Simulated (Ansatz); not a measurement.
**Equation of state of thallium, fcc**

Computed with DFT, PBE, plane waves (420 eV) with PAW, scalar-relativistic in Ansatz 0.2.0.

The cell is scaled uniformly from the relaxed one, with fractional coordinates and shape fixed. Energies are extrapolated to zero smearing, pressures are those at the given smearing. Magnetic state: spin not included.

```csv
V (Å³/atom),E − E₀ (meV/atom),P (GPa)
27.508,46.6,4.76
28.759,18.3,2.74
30.009,3.8,1.18
31.259,0.0,-0.02
32.510,4.5,-0.95
33.760,15.4,-1.67
35.010,31.2,-2.22
```

Problem. Fit a third-order Birch-Murnaghan equation.

Solution. V₀ = 31.15 Å³/atom, B₀ = 27 GPa, B₀′ = 5.4.
